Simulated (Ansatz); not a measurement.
Take BaSnO3 in the cubic perovskite structure (space group Pm-3m, No. 221; a = 4.131 Å) as the base. Axes: x, y, z lie along the cube axes.

Level of theory: DFT with r2SCAN, PAW potentials and a 500 eV plane-wave cutoff in Ansatz (a first-principles code), spin-orbit coupling left out.

Perturbation: every lattice vector is stretched by 2.26 %, atoms relaxed at fixed cell.

### Question
Predict the stress tensor and what it implies for the stiffness.

### Answer
Stress of the strained cell less that of the base (GPa, compression positive):
```
  -9.02    0.00    0.00
   0.00   -9.02    0.00
   0.00    0.00   -9.02
```

Then B = −ΔP/(ΔV/V₀) with ΔV/V₀ = 0.0693 gives secant stiffness values (nonlinear terms included at this strain): B ≈ 130 GPa.

As a check, the harmonic strain energy −½ V₀ Δσ:ε is 27 meV/atom; the computed energy rise is 29 meV/atom.

Stability against distortions was not tested.
